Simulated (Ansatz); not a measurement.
Runs of Ansatz 0.2.0 on Hf. The structure is hexagonal, space group P6_3/mmc (No. 194). The conventional cell has a = 3.197 Å, b = 3.197 Å, c = 5.058 Å, α = 90.00°, β = 90.00°, γ = 120.00°. Hf (site symmetry -6m2) has 12 Hf at 3.13 to 3.20 Å as nearest neighbours. 

| task | level | cell | k mesh | cutoff (eV) | pressure (GPa) | relaxed volume (Å³/atom) |
| --- | --- | --- | --- | --- | --- | --- |
| relaxation of cell and atoms | PBEsol+D3(BJ) | relaxed | 10 × 10 × 5 | - | 0.0 | 20.83 |
| relaxation of cell and atoms | revPBE | relaxed | 10 × 10 × 5 | - | 0.0 | 22.95 |
| band structure | BLYP | as given | 10 × 10 × 5 | 213 | 3.4 | - |
| relaxation of cell and atoms | BLYP | relaxed | 10 × 10 × 5 | - | 0.0 | (a) |

Alike in all rows: potentials or basis all-electron LAPW, scalar-relativistic; no spin polarisation; smearing fermi-dirac 0.05 eV; basis error allowed 0.001 eV/atom.

Question: Fill in the values left out.

Answer: (a) 23.10.

Runs at the PBE level aren't shown here.
